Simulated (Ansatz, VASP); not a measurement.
**Two plane-wave programs on In**

```
In
1.0
    -1.64299    1.57678    2.43209
     1.65802   -1.63180    2.47812
     1.65199    1.64080   -2.46824
In
1
Direct
  0.99147 0.00315 0.99997
```

Change from the starting cell: cell strained at random at fixed volume.

Alike in both runs: task single point; functional PBE; k mesh 11 × 11 × 11; occupations fermi-dirac, width 0.05 eV; no spin polarisation.

```csv
,VASP,Ansatz
version,VASP 6.6.1,Ansatz 0.2.0
potentials or method,"VASP PAW PBE potentials, release 64 (In_d)",Ansatz PAW
plane-wave cutoff (eV),520,420
valence electrons in the cell,13,13
```

Ansatz gave:

```
gap on the k mesh at the Fermi level (eV)       : none
pressure (GPa)                                  : 2.1
largest component of the traceless stress (GPa) : 0.84
```

Task: Which values does VASP return?

Result: gap on the k mesh at the Fermi level (eV): none; pressure (GPa): 2.0; largest component of the traceless stress (GPa): 0.84.

A gap of «none» marks a metal or a gap that the smearing closes.
